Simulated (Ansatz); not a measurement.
Structure: BeS (F-43m) from a database of computed structures, at its r2SCAN minimum. The symmetry is F-43m (No. 216, cubic); a = 4.869 Å in the conventional setting, 14.43 Å³ an atom. Around Be lie 4 S at 2.11 Å; around S lie 4 Be at 2.11 Å.

```
Be S
1.0
     0.00000    2.43431    2.43431
     2.43431    0.00000    2.43431
     2.43431    2.43431    0.00000
Be S
1 1
Direct
  0.00000 0.00000 0.00000
  0.75000 0.75000 0.75000
```

4 runs of the PAW code Ansatz on this cell differ in the functional (and in the settings that go with it). Levels are in eV from each run's valence top; v1 is the last filled band, c1 the first empty one.

Run A, mean stress -0.6 GPa (compression positive):

| point | v3 | v1 | c1 | c2 | c3 |
| --- | --- | --- | --- | --- | --- |
| Γ | 0.00 | 0.00 | 7.14 | 7.14 | 7.14 |
| X | -5.40 | -2.80 | 4.39 | 6.27 | 14.56 |
| U | -4.90 | -2.32 | 5.69 | 8.98 | 12.23 |
| L | -6.20 | -1.10 | 6.84 | 8.04 | 8.04 |

Run B, mean stress +5.0 GPa (compression positive):

| point | v3 | v1 | c1 | c2 | c3 |
| --- | --- | --- | --- | --- | --- |
| Γ | 0.00 | 0.00 | 13.95 | 13.95 | 13.95 |
| X | -6.89 | -3.45 | 10.47 | 12.63 | 23.08 |
| U | -6.26 | -2.84 | 11.97 | 15.80 | 20.11 |
| L | -7.79 | -1.34 | 13.48 | 14.89 | 14.89 |

Run C, mean stress -0.3 GPa (compression positive):

| point | v3 | v1 | c1 | c2 | c3 |
| --- | --- | --- | --- | --- | --- |
| Γ | 0.00 | 0.00 | 6.92 | 6.92 | 6.92 |
| X | -5.34 | -2.77 | 4.17 | 6.01 | 14.55 |
| U | -4.85 | -2.29 | 5.47 | 8.74 | 12.11 |
| L | -6.12 | -1.08 | 6.68 | 7.80 | 7.80 |

Run D, mean stress -0.9 GPa (compression positive):

| point | v3 | v1 | c1 | c2 | c3 |
| --- | --- | --- | --- | --- | --- |
| Γ | 0.00 | 0.00 | 7.61 | 7.61 | 7.61 |
| X | -5.53 | -2.86 | 4.80 | 6.71 | 15.17 |
| U | -5.02 | -2.37 | 6.12 | 9.45 | 12.79 |
| L | -6.34 | -1.12 | 7.30 | 8.52 | 8.52 |

**Question.** Match the runs to r2SCANh, DDH-PBE0, PBE0, Hartree-Fock.

**Answer.** A is DDH-PBE0, B is Hartree-Fock, C is r2SCANh, D is PBE0. In order of the gap: r2SCANh 4.17, DDH-PBE0 4.39, PBE0 4.80, Hartree-Fock 10.47 eV.

No spin polarisation and no zero-point or thermal motion.

The stress of a hybrid is loosely converged in these runs.

The meshes of the hybrids are coarse, so their gaps aren't converged to the digits shown.
